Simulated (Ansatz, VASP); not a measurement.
# SiO2: VASP beside Ansatz

```
Si O
1.0
     4.08103    0.00000    0.00000
     0.00000    4.08103    0.00000
     0.00000    0.00000    3.02363
Si O
2 4
Direct
  0.50000 0.50000 0.50000
  0.00000 0.00000 0.00000
  0.69443 0.69443 0.00000
  0.19443 0.80557 0.50000
  0.30557 0.30557 0.00000
  0.80557 0.19443 0.50000
```

Alike in both runs: task single point; functional LDA; k mesh 6 × 6 × 10; occupations gaussian, width 0.05 eV; no spin polarisation.

|  | VASP | Ansatz |
| --- | --- | --- |
| version | VASP 6.6.1 | Ansatz 0.2.0 |
| potentials or method | VASP PAW LDA potentials, release 64 (Si, O) | scalar-relativistic, plane waves, PAW |
| plane-wave cutoff (eV) | 520 | 520 |
| valence electrons in the cell | 32 | 32 |

Ansatz gave:

| Item | Value |
| --- | --- |
| gap on the k mesh at the Fermi level (eV) | 3.72 |
| least direct gap on the mesh (eV) | 3.72 |
| pressure (GPa) | -26.6 |
| largest component of the traceless stress (GPa) | 33.68 |
| rms of the force components (eV/Å) | 0.295 |

Which values does VASP return?

gap on the k mesh at the Fermi level (eV): 3.72; least direct gap on the mesh (eV): 3.72; pressure (GPa): -25.8; largest component of the traceless stress (GPa): 33.73; rms of the force components (eV/Å): 0.283.

Atom by atom the forces differ by 0.011 eV/Å (rms over components). Ansatz warned: «pseudo_functional_mismatch».

Caveats: so large a pressure means that the cell lies far from this level's equilibrium, or that cutoff or potentials fall short (VASP).
